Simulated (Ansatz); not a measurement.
Relaxing SiC in the rocksalt type

First guess:

```xyz
2
Lattice="0.0000 2.2323 2.2323 2.2323 0.0000 2.2323 2.2323 2.2323 0.0000" Properties=species:S:1:pos:R:3 pbc="T T T"
Si    0.0000    0.0000    0.0000
C     2.2323    2.2323    2.2323
```

Method: DFT, PBE, PAW with Ansatz's default frozen-core files, scalar-relativistic in Ansatz 0.2.0.

Cell and atoms relax within the symmetry of the start on a 13×13×13 k mesh with 0.05 eV Fermi–Dirac smearing.

The start is built from a prototype, known or not as a phase of this compound; the cutoff is 420 eV.

(1) What is the pressure of the first guess?

(2) What does it relax to?

(3) How much energy does the relaxation release?

Results:

(1) -36.7 GPa.

(2) a = 4.059 Å, b = 4.059 Å, c = 4.059 Å, α = 90.00°, β = 90.00°, γ = 90.00° (conventional cell), 8.36 Å³ per atom:
```
CELL_PARAMETERS angstrom
0.00000 2.02967 2.02967
2.02967 0.00000 2.02967
2.02967 2.02967 0.00000
ATOMIC_POSITIONS crystal
Si 0.00000 0.00000 0.00000
C 0.50000 0.50000 0.50000
```

(3) 414 meV/atom.
